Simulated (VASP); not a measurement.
# Si36Mo17 (a cell with a defect) in VASP: relaxation of the atoms with PBE

Aim: the relaxation of the atoms of Si36Mo17 (a cell with a defect) with PBE.

Everything below comes from runs of VASP 6.6.1. Logs are shortened: lines on timing, memory, paths and dates and some standing lists are left out, and cuts for length are marked.

## Step 1: The structure

The cell holds a defect, 53 atoms: a = 9.600 Å, b = 9.600 Å, c = 7.861 Å, α = 90.00°, β = 90.00°, γ = 90.00°.

## Step 2: Relaxation of the atoms, PBE

The input, INCAR:

```
SYSTEM = Si36Mo17
ALGO = Fast
EDIFF = 1E-6
EDIFFG = -0.01
ENCUT = 520
GGA = PE
IBRION = 2
ISIF = 2
ISMEAR = 1
LASPH = .True.
LCHARG = .False.
LREAL = .False.
LWAVE = .False.
NELM = 100
NSW = 40
PREC = Accurate
SIGMA = 0.1
```

The input, KPOINTS:

```
k-points
0
Gamma
  3 3 3
  0 0 0
```

The input, POSCAR:

```
Si36Mo17
1.0
    9.6000000000      0.0000000000      0.0000000000
    0.0000000000      9.6000000000      0.0000000000
    0.0000000000      0.0000000000      7.8610000000
Si Mo
36 17
Direct
    1.0000000000      0.0000000000      0.3330000000
    0.3333333333      0.0000000000      0.3330000000
    0.6666666667      0.0000000000      0.3330000000
    0.0000000000      0.3333333333      0.3330000000
    0.1666666667      0.1666666667      0.8330000000
    0.3333333333      0.3333333333      0.3330000000
    0.5000000000      0.1666666667      0.8330000000
    0.6666666667      0.3333333333      0.3330000000
    0.8333333333      0.1666666667      0.8330000000
    1.0000000000      0.6666666667      0.3330000000
    0.1666666667      0.5000000000      0.8330000000
    0.3333333333      0.6666666667      0.3330000000
    0.5000000000      0.5000000000      0.8330000000
    0.6666666667      0.6666666667      0.3330000000
    0.8333333333      0.5000000000      0.8330000000
    0.1666666667      0.8333333333      0.8330000000
    0.5000000000      0.8333333333      0.8330000000
    0.8333333333      0.8333333333      0.8330000000
    0.0000000000      1.0000000000      0.6670000000
    0.3333333333      0.0000000000      0.6670000000
    0.6666666667      0.0000000000      0.6670000000
    0.0000000000      0.3333333333      0.6670000000
    0.1666666667      0.1666666667      0.1670000000
    0.3333333333      0.3333333333      0.6670000000
    0.5000000000      0.1666666667      0.1670000000
    0.6666666667      0.3333333333      0.6670000000
    0.8333333333      0.1666666667      0.1670000000
    0.0000000000      0.6666666667      0.6670000000
    0.1666666667      0.5000000000      0.1670000000
    0.3333333333      0.6666666667      0.6670000000
    0.5000000000      0.5000000000      0.1670000000
    0.6666666667      0.6666666667      0.6670000000
    0.8333333333      0.5000000000      0.1670000000
    0.1666666667      0.8333333333      0.1670000000
    0.5000000000      0.8333333333      0.1670000000
    0.8333333333      0.8333333333      0.1670000000
    0.6666666667      0.0000000000      0.0000000000
    0.0000000000      0.3333333333      0.0000000000
    0.1666666667      0.1666666667      0.5000000000
    0.3333333333      0.3333333333      0.0000000000
    0.5000000000      0.1666666667      0.5000000000
    0.6666666667      0.3333333333      0.0000000000
    0.8333333333      0.1666666667      0.5000000000
    0.0000000000      0.6666666667      0.0000000000
    0.1666666667      0.5000000000      0.5000000000
    0.3333333333      0.6666666667      0.0000000000
    0.5000000000      0.5000000000      0.5000000000
    0.6666666667      0.6666666667      0.0000000000
    0.8333333333      0.5000000000      0.5000000000
    0.1666666667      0.8333333333      0.5000000000
    0.5000000000      0.8333333333      0.5000000000
    0.8333333333      0.8333333333      0.5000000000
    0.1666666666      0.0000000000      0.0000000000
```

Potentials or basis: VASP PAW PBE potentials, release 64 (Si, Mo_sv).

Started as:

```sh
> cat potpaw_PBE.64/Si/POTCAR potpaw_PBE.64/Mo_sv/POTCAR > POTCAR
> mpirun -np 8 vasp_std > vasp.out
```

OUTCAR:

```text
SYSTEM = Si36Mo17
   EDIFF = 1E-6
   EDIFFG = -0.01
   ENCUT = 520
   GGA = PE
   IBRION = 2
   ISIF = 2
   ISMEAR = 1
   LASPH = .True.
   LREAL = .False.
   NELM = 100
   NSW = 40
   PREC = Accurate

 ion  position               nearest neighbor table
   1  0.000  0.000  0.333-  23 2.61  27 2.61  34 2.61  36 2.61  39 2.62  43 2.62  50 2.62  52 2.62
                            19 2.63  53 3.07
   2  0.333  0.000  0.333-  23 2.61  34 2.61  25 2.61  35 2.61  39 2.62  50 2.62  41 2.62  51 2.62
                            20 2.63  53 3.07
   3  0.667  0.000  0.333-  27 2.61  36 2.61  35 2.61  25 2.61  43 2.62  52 2.62  51 2.62  41 2.62
                            37 2.62  21 2.63
   4  0.000  0.333  0.333-  23 2.61  27 2.61  29 2.61  33 2.61  39 2.62  43 2.62  45 2.62  49 2.62
                            38 2.62  22 2.63
   5  0.167  0.167  0.833-  53 2.07  24 2.61  20 2.61  22 2.61  19 2.61  40 2.62  38 2.62  39 2.62
                            23 2.63
   6  0.333  0.333  0.333-  23 2.61  25 2.61  29 2.61  31 2.61  39 2.62  41 2.62  45 2.62  47 2.62
                            40 2.62  24 2.63
   7  0.500  0.167  0.833-  24 2.61  26 2.61  20 2.61  21 2.61  40 2.62  42 2.62  37 2.62  41 2.62
                            25 2.63
   8  0.667  0.333  0.333-  27 2.61  25 2.61  33 2.61  31 2.61  43 2.62  41 2.62  49 2.62  47 2.62
                            42 2.62  26 2.63
   9  0.833  0.167  0.833-  26 2.61  22 2.61  21 2.61  19 2.61  42 2.62  38 2.62  37 2.62  43 2.62
[... 41 lines left out ...]
  30  0.333  0.667  0.667-  16 2.61  11 2.61  17 2.61  13 2.61  50 2.62  45 2.62  51 2.62  47 2.62
                            46 2.62  12 2.63
  31  0.500  0.500  0.167-   6 2.61   8 2.61  12 2.61  14 2.61  40 2.62  42 2.62  46 2.62  48 2.62
                            47 2.62  13 2.63
  32  0.667  0.667  0.667-  18 2.61  17 2.61  15 2.61  13 2.61  52 2.62  51 2.62  49 2.62  47 2.62
                            48 2.62  14 2.63
  33  0.833  0.500  0.167-   8 2.61  14 2.61  10 2.61   4 2.61  42 2.62  48 2.62  44 2.62  38 2.62
                            49 2.62  15 2.63
  34  0.167  0.833  0.167-  53 2.07  12 2.61   2 2.61  10 2.61   1 2.61  46 2.62  44 2.62  50 2.62
                            16 2.63
  35  0.500  0.833  0.167-  12 2.61  14 2.61   2 2.61   3 2.61  46 2.62  48 2.62  37 2.62  51 2.62
                            17 2.63
  36  0.833  0.833  0.167-  14 2.61  10 2.61   3 2.61   1 2.61  48 2.62  44 2.62  37 2.62  52 2.62
                            18 2.63
  37  0.667  0.000  0.000-   9 2.62  18 2.62  27 2.62  36 2.62  25 2.62  17 2.62  35 2.62   7 2.62
                             3 2.62  21 2.62  42 3.20  48 3.20
  38  0.000  0.333  0.000-   5 2.62   9 2.62  23 2.62  27 2.62  11 2.62  15 2.62  29 2.62  33 2.62
                             4 2.62  22 2.62  40 3.20  42 3.20  44 3.20
  39  0.167  0.167  0.500-   6 2.62  24 2.62   2 2.62  20 2.62  22 2.62   4 2.62  19 2.62   1 2.62
                            23 2.62   5 2.62  41 3.20  45 3.20  43 3.20  50 3.20
  40  0.333  0.333  0.000-   5 2.62  23 2.62  11 2.62   7 2.62  25 2.62  29 2.62  13 2.62  31 2.62
                            24 2.62   6 2.62  38 3.20  42 3.20  46 3.20
  41  0.500  0.167  0.500-   6 2.62   8 2.62  24 2.62  26 2.62  20 2.62  21 2.62   2 2.62   3 2.62
                            25 2.62   7 2.62  39 3.20  43 3.20  47 3.20  51 3.20
  42  0.667  0.333  0.000-   9 2.62  27 2.62  15 2.62  25 2.62   7 2.62  33 2.62  31 2.62  13 2.62
                            26 2.62   8 2.62  37 3.20  38 3.20  40 3.20  48 3.20
  43  0.833  0.167  0.500-   8 2.62  26 2.62   3 2.62  21 2.62  22 2.62   4 2.62  19 2.62   1 2.62
[... 291 lines left out ...]
  ext. energy  EPLUGINS =         0.00000000
  ---------------------------------------------------
  free energy    TOTEN  =      -393.17495375 eV

  energy without entropy =     -393.16251971  energy(sigma->0) =     -393.17080907

------------------------ aborting loop because EDIFF is reached ----------------------------------------

  FORCE on cell =-STRESS in cart. coord.  units (eV):
  Direction    XX          YY          ZZ          XY          YZ          ZX
  --------------------------------------------------------------------------------------
  -------------------------------------------------------------------------------------
  Total       16.1056206     34.3974374     31.4772281      0.0000000      0.0000000      0.0000000
  in kB       35.6178568     76.0705243     69.6124311      0.0000000      0.0000000      0.0000000
  external PRESSURE =      60.4336041 kB  Pullay stress =       0.0000000 kB
[... 242 lines left out ...]
  FREE ENERGIE OF THE ION-ELECTRON SYSTEM (eV)
  ---------------------------------------------------
  free  energy   TOTEN  =      -396.9235747894 eV

  energy  without entropy=     -396.9176452472  energy(sigma->0) =     -396.92159828

[... ionic steps 4 to 11 ...]

--------------------------------------- Ionic step       12  -------------------------------------------

 number of electron     382.0000023 magnetization

------------------------ aborting loop because EDIFF is reached ----------------------------------------
[... 169 lines left out ...]
--------------------------------------- Ionic step       14  -------------------------------------------

 number of electron     382.0000024 magnetization

 Free energy of the ion-electron system (eV)
  ---------------------------------------------------
  ext. energy  EPLUGINS =         0.00000000
  ---------------------------------------------------
  free energy    TOTEN  =      -397.45607383 eV

  energy without entropy =     -397.44547366  energy(sigma->0) =     -397.45254044

 E-fermi :  12.0733     XC(G=0): -12.2746

 val. band max:       12.0722898114   @ k =   0.3333   0.3333   0.0000
 cond. band min:      12.0885217168   @ k =   0.0000   0.3333   0.3333
 fundamental gap:      0.0162319054
 Fermi energy:        12.0732845841

 k-point     1 :       0.0000    0.0000    0.0000
  band No.  band energies     occupation
      1     -48.9885      2.00000
      2     -48.8552      2.00000
      3     -48.8467      2.00000
      4     -48.8448      2.00000
      5     -48.8386      2.00000
      6     -48.8364      2.00000
[... 1637 lines left out ...]
    202      13.0576     -0.00000
    203      13.1425     -0.00000
 [bands above 203 left out]

------------------------ aborting loop because EDIFF is reached ----------------------------------------

  FORCE on cell =-STRESS in cart. coord.  units (eV):
  Direction    XX          YY          ZZ          XY          YZ          ZX
  --------------------------------------------------------------------------------------
  -------------------------------------------------------------------------------------
  Total       19.8707102     15.8048243     19.5695560      0.0000000      0.0000000      0.0000000
  in kB       43.9444172     34.9526406     43.2784095      0.0000000      0.0000000      0.0000000
  external PRESSURE =      40.7251558 kB  Pullay stress =       0.0000000 kB
[... 68 lines left out ...]
  FREE ENERGIE OF THE ION-ELECTRON SYSTEM (eV)
  ---------------------------------------------------
  free  energy   TOTEN  =      -397.4560738257 eV

  energy  without entropy=     -397.4454736614  energy(sigma->0) =     -397.45254044

 reached required accuracy - stopping structural energy minimisation
```

Wall time 40 min (8 MPI ranks of Intel Xeon 6975P-C (Granite Rapids), shared host); peak memory 0.42 GiB.

What came out:

```
Free energy                  : -397.4561 eV
Energy gained by relaxing    : 80.8 meV/atom
Ionic steps                  : 14
Pressure after relaxing      : 4.1 GPa
Largest force after relaxing : 0.006 eV/Å
Band gap on the k mesh       : none (metal or under the smearing width)
```

Forces on the atoms (eV/Å):
```
Si  -0.004  0.000  0.004
Si   0.004  0.000  0.004
Si   0.000  0.000  0.002
Si  -0.003  0.003  0.001
Si   0.000 -0.004  0.001
Si   0.003  0.003  0.001
Si  -0.001  0.001 -0.002
Si   0.000 -0.001 -0.005
Si   0.001  0.001 -0.002
Si  -0.003 -0.003  0.001
Si   0.000  0.000 -0.001
Si   0.003 -0.003  0.001
Si   0.001  0.000  0.002
Si   0.000  0.001 -0.005
Si  -0.001  0.000  0.002
Si   0.000  0.004  0.001
Si  -0.001 -0.001 -0.002
Si   0.001 -0.001 -0.002
Si  -0.004  0.000 -0.004
Si   0.004  0.000 -0.004
Si   0.000  0.000 -0.002
Si  -0.003  0.003 -0.001
Si   0.000 -0.004 -0.001
Si   0.003  0.003 -0.001
Si  -0.001  0.001  0.002
Si   0.000 -0.001  0.005
Si   0.001  0.001  0.002
Si  -0.003 -0.003 -0.001
Si   0.000  0.000  0.001
Si   0.003 -0.003 -0.001
Si   0.001  0.000 -0.002
Si   0.000  0.001  0.005
Si  -0.001  0.000 -0.002
Si   0.000  0.004 -0.001
Si  -0.001 -0.001  0.002
Si   0.001 -0.001  0.002
Mo   0.000  0.000  0.000
Mo   0.001 -0.003  0.000
Mo   0.000  0.003  0.000
Mo  -0.001 -0.003  0.000
Mo   0.002  0.003  0.000
Mo   0.000 -0.005  0.000
Mo  -0.002  0.003  0.000
Mo   0.001  0.003  0.000
Mo   0.000  0.000  0.000
Mo  -0.001  0.003  0.000
Mo  -0.006  0.000  0.000
Mo   0.000  0.005  0.000
Mo   0.006  0.000  0.000
Mo   0.000 -0.003  0.000
Mo   0.002 -0.003  0.000
Mo  -0.002 -0.003  0.000
Mo   0.000  0.000  0.000
```

The path:
| step | energy change (eV) | largest force (eV/Å) | pressure (GPa) |
| --- | --- | --- | --- |
| 1 | 0.0000 | 7.0883 | 6.04 |
| 2 | -3.5425 | 1.6682 | 4.91 |
| 3 | -3.7486 | 0.8179 | 4.77 |
| 4 | -4.0494 | 0.4078 | 4.58 |
| 5 | -4.1099 | 0.5975 | 4.53 |
| 6 | -4.2185 | 0.2034 | 4.33 |
| 7 | -4.2315 | 0.3194 | 4.25 |
| 8 | -4.2708 | 0.0982 | 4.11 |
| 9 | -4.2723 | 0.1232 | 4.08 |
| 10 | -4.2797 | 0.0331 | 4.07 |
| 11 | -4.2802 | 0.0365 | 4.07 |
| 12 | -4.2810 | 0.0193 | 4.07 |
| 13 | -4.2810 | 0.0229 | 4.07 |
| 14 | -4.2811 | 0.0063 | 4.07 |

Final structure:
```cif
data_structure
_symmetry_space_group_name_H-M 'P 1'
_symmetry_Int_Tables_number 1
_cell_length_a 9.6000
_cell_length_b 9.6000
_cell_length_c 7.8610
_cell_angle_alpha 90.000
_cell_angle_beta 90.000
_cell_angle_gamma 90.000
_cell_volume 724.47
loop_
_atom_site_label
_atom_site_type_symbol
_atom_site_fract_x
_atom_site_fract_y
_atom_site_fract_z
_atom_site_occupancy
Si1 Si 0.00988 0.00000 0.32589 1
Si2 Si 0.32345 0.00000 0.32589 1
Si3 Si 0.66667 0.00000 0.33498 1
Si4 Si 0.99353 0.33729 0.33671 1
Si5 Si 0.16667 0.19600 0.81328 1
Si6 Si 0.33981 0.33729 0.33671 1
Si7 Si 0.49752 0.16039 0.83835 1
Si8 Si 0.66667 0.32639 0.33305 1
Si9 Si 0.83582 0.16039 0.83835 1
Si10 Si 0.99353 0.66271 0.33671 1
Si11 Si 0.16667 0.50000 0.83169 1
Si12 Si 0.33981 0.66271 0.33671 1
Si13 Si 0.50538 0.50000 0.83526 1
Si14 Si 0.66667 0.67361 0.33305 1
Si15 Si 0.82795 0.50000 0.83526 1
Si16 Si 0.16667 0.80400 0.81328 1
Si17 Si 0.49752 0.83961 0.83835 1
Si18 Si 0.83582 0.83961 0.83835 1
Si19 Si 0.00988 0.00000 0.67411 1
Si20 Si 0.32345 0.00000 0.67411 1
Si21 Si 0.66667 0.00000 0.66502 1
Si22 Si 0.99353 0.33729 0.66329 1
Si23 Si 0.16667 0.19600 0.18672 1
Si24 Si 0.33981 0.33729 0.66329 1
Si25 Si 0.49752 0.16039 0.16165 1
Si26 Si 0.66667 0.32639 0.66695 1
Si27 Si 0.83582 0.16039 0.16165 1
Si28 Si 0.99353 0.66271 0.66329 1
Si29 Si 0.16667 0.50000 0.16831 1
Si30 Si 0.33981 0.66271 0.66329 1
Si31 Si 0.50538 0.50000 0.16474 1
Si32 Si 0.66667 0.67361 0.66695 1
Si33 Si 0.82795 0.50000 0.16474 1
Si34 Si 0.16667 0.80400 0.18672 1
Si35 Si 0.49752 0.83961 0.16165 1
Si36 Si 0.83582 0.83961 0.16165 1
Mo1 Mo 0.66667 0.00000 0.00000 1
Mo2 Mo 0.99846 0.33534 0.00000 1
Mo3 Mo 0.16667 0.17248 0.50000 1
Mo4 Mo 0.33487 0.33534 0.00000 1
Mo5 Mo 0.49793 0.16345 0.50000 1
Mo6 Mo 0.66667 0.33216 0.00000 1
Mo7 Mo 0.83541 0.16345 0.50000 1
Mo8 Mo 0.99846 0.66466 0.00000 1
Mo9 Mo 0.16667 0.50000 0.50000 1
Mo10 Mo 0.33487 0.66466 0.00000 1
Mo11 Mo 0.50389 0.50000 0.50000 1
Mo12 Mo 0.66667 0.66784 0.00000 1
Mo13 Mo 0.82944 0.50000 0.50000 1
Mo14 Mo 0.16667 0.82752 0.50000 1
Mo15 Mo 0.49793 0.83655 0.50000 1
Mo16 Mo 0.83541 0.83655 0.50000 1
Mo17 Mo 0.16667 0.00000 0.00000 1
```
